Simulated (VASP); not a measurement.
Wanted: the native input for a VASP 6.6.1 run.

| Property | Result |
| --- | --- |
| Task | single point |
| Functional | LDA |
| Potentials or basis | VASP PAW LDA potentials, release 64 (Pb_d, S) |
| Cutoff | 520 eV |
| k mesh | 4 × 4 × 4 |
| Occupations | gaussian, width 0.05 eV |
| Spin | no spin polarisation |
| Dipole correction | no |
| Further INCAR settings | ALGO = Normal; EDIFF = 1e-07; NBANDS = 20 |

The structure of PbS2 lies in POSCAR:

```
PbS2
1.0
    0.0000000000      3.6037049102      3.6037049102
    3.6037049102      0.0000000000      3.6037049102
    3.6037049102      3.6037049102      0.0000000000
Pb S
1 2
Direct
    0.0000000000      0.0000000000      0.0000000000
    0.2500000000      0.2500000000      0.2500000000
    0.7500000000      0.7500000000      0.7500000000
```

The cell comes from a database or a generator and needn't be the stable form of this composition.

One way to write it, as run:

INCAR

```
PREC = Accurate
ENCUT = 520
EDIFF = 1E-7
ISMEAR = 0
SIGMA = 0.05
LREAL = F
LASPH = T
NELM = 100
ALGO = Normal
ISIF = 2
LWAVE = F
LCHARG = F
GGA = CA
NBANDS = 20
```

KPOINTS

```
regular mesh
0
Gamma
  4 4 4
```

Potentials or basis: VASP PAW LDA potentials, release 64 (Pb_d, S).

Command:

```sh
$ cat potpaw_LDA.64/Pb_d/POTCAR potpaw_LDA.64/S/POTCAR > POTCAR
$ mpirun -np 1 vasp_std > vasp.out
```

It gave:

```json
{
 "Pressure": "-8.2 GPa",
 "Band gap on the k mesh": "none (metal or under the smearing width)"
}
```

Caveat: the k mesh is coarse (spacing up to 0.38 Å⁻¹), so the values aren't converged.

Wall time 9 s on 1 thread of AMD EPYC 9R45 96-Core Processor (Zen 5), with other jobs on the host, peak memory 0.16 GiB.
